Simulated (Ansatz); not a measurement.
ZrO2 (P4_2/nmc) from a database structure: a single-point calculation in Ansatz 0.2.0 (r2SCAN). The cell was relaxed with r2SCAN and then strained (uniaxial +1.0 % along z, other directions held), with the atoms relaxed again with r2SCAN; k points keep the names of the unstrained zone.

The input:
```yaml
crystal:
  lattice:
    - [3.6010285391, 0.0, 0.0]
    - [0.0, 3.6010285391, 0.0]
    - [0.0, 0.0, 5.2794314126]
  atoms:
    - { symbol: Zr, position: [0.0, 0.0, 0.0] }
    - { symbol: Zr, position: [0.5, 0.5, 0.5] }
    - { symbol: O, position: [0.0, 0.5, 0.3063311132] }
    - { symbol: O, position: [0.0, 0.5, 0.8063311132] }
    - { symbol: O, position: [0.5, 0.0, 0.6936688868] }
    - { symbol: O, position: [0.5, 0.0, 0.1936688868] }
kpoints:
  mp_grid: { grid: [8, 8, 6] }
  band_path:
    path:
      - [0.0, 0.0, 0.0]
      - [0.0, 0.5, 0.0]
      - [0.5, 0.5, 0.0]
      - [0.0, 0.0, 0.5]
      - [0.0, 0.5, 0.5]
      - [0.5, 0.5, 0.5]
      - [0.0, 0.0, 0.489583]
    npoints: 1
hamiltonian:
  xc: r2scan
scf:
  occupations: { method: fixed }
  n_extra_bands: 5
output:
  forces: true
  stress: true
  eigenvalues: true
```

Run as `ansatz run input.yaml --threads 2 --pin off --max-ram 20275MiB --backend cpu --events-out ev --progress --plain --runs-dir out`. It took 5.9 s on 2 threads of AMD EPYC 7R13 Processor (Zen 3), with other jobs on the host, load about 2.7 per core; peak host memory 0.56 GiB.

What the program printed (shortened):
```
Functional definition: r2SCAN
Crystal: 6 atoms, lattice volume = 68.461 Å³
Basis set: ecut = 500 eV, 1787 PW (Γ)
Bands: 29, of which v1, the nominal top of the filled ones, is band 24 counted from 1 (23 counted from 0)
Symmetry: 16 space group operations
Space group: P42/nmc (ITA 137)
k-points: 60 of 384
SCF 1 converged in 7 iterations: F = -10676.290000 eV  dr2 = 2.62e-8
SCF converged after 7 iterations
Free energy (F): -10676.290000 eV
Fermi energy:    10.561823 eV
--- Forces (eV/Å), atoms counted from 1 ---
  atom   1  Zr      0.00000      0.00000      0.00000
  atom   2  Zr      0.00000      0.00000      0.00000
  atom   3  O       0.00000      0.00000    -0.00261
  atom   4  O       0.00000      0.00000    -0.00261
  atom   5  O       0.00000      0.00000      0.00261
  atom   6  O       0.00000      0.00000      0.00261
--- Stress (GPa, compression-positive) ---
       -0.525182       0.000000       0.000000
        0.000000      -0.525182       0.000000
        0.000000       0.000000      -2.725946
  P = ⅓ Tr σ = -1.2588 GPa (-12.588 kbar)
```

bands.tsv, columns around the gap (it counts bands from 0):
```tsv
# k_distance	band_19	band_20	band_21	band_22	band_23	band_24	band_25	band_26	band_27
# fermi_ev = 10.561823
# [0, 0, 0] at k_distance = 0.000000
# [0, 0.5, 0] at k_distance = 0.872415
# [0.5, 0.5, 0] at k_distance = 1.744831
# [0, 0, 0.5] at k_distance = 3.114618
# [0, 0.5, 0.5] at k_distance = 3.987033
# [0.5, 0.5, 0.5] at k_distance = 4.859449
# [0, 0, 0.489583] at k_distance = 6.093293
# levels_relative_to = fermi_ev
0.000	-1.328	-0.851	-0.204	-0.074	-0.074	4.649	5.131	5.770	5.986
0.872	-2.009	-1.414	-1.414	-0.142	-0.142	5.006	5.006	5.938	5.938
1.745	-1.045	-0.816	-0.816	-0.483	-0.483	5.659	5.659	6.075	6.075
3.115	-2.656	-0.580	-0.580	0.000	0.000	5.163	5.163	5.797	5.797
3.987	-1.782	-1.309	-1.309	-0.805	-0.805	5.086	5.086	5.438	5.438
4.859	-1.770	-1.483	-1.483	-0.077	-0.077	5.697	5.697	6.270	6.270
6.093	-2.588	-0.580	-0.580	0.000	0.000	5.145	5.182	5.782	5.811
```
In order the rows are Γ, X, M, Z, R, A, Γ–Z (0.98).

r2SCAN gives an indirect gap of 4.65 eV, from Z to Γ; the least direct gap is 4.72 eV at Γ. The gap is the least over the mesh and the extra points. With the atoms held, the mean pressure is -1.26 GPa (compression positive).

The values are computed, spin-unpolarised, and not measurements.
